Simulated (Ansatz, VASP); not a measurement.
Two plane-wave programs on SiGe

```
Si Ge
1.0
     3.79947    0.00000    0.00000
    -1.89974    3.29044    0.00000
     0.00000    0.00000    6.27903
Si Ge
2 2
Direct
  0.66667 0.33333 0.87450
  0.33333 0.66667 0.37450
  0.66667 0.33333 0.47704
  0.33333 0.66667 0.97704
```

Alike in both runs: task single point; functional LDA; k mesh 12 × 12 × 6; occupations gaussian, width 0.03 eV; no spin polarisation.

```csv
,VASP,Ansatz
version,VASP 6.6.1,Ansatz 0.2.0
potentials or method,"VASP PAW LDA potentials, release 64 (Si, Ge_d)","scalar-relativistic, plane waves, PAW"
plane-wave cutoff (eV),520,420
valence electrons in the cell,36,36
```

Ansatz gave:

```
gap on the k mesh at the Fermi level (eV)       : none
pressure (GPa)                                  : 6.2
largest component of the traceless stress (GPa) : 6.67
rms of the force components (eV/Å)              : 0.906
```

Problem. Which values does VASP return?

Solution. gap on the k mesh at the Fermi level (eV): none; pressure (GPa): 6.3; largest component of the traceless stress (GPa): 6.71; rms of the force components (eV/Å): 0.908.

Atom by atom the forces differ by 0.002 eV/Å (rms over components). A gap of «none» marks a metal or a gap that the smearing closes. Ansatz warned: «pseudo_functional_mismatch».

Caveats: forces of over 1 eV/Å show positions far from the minimum, so gaps and moduli don't describe the material at rest.
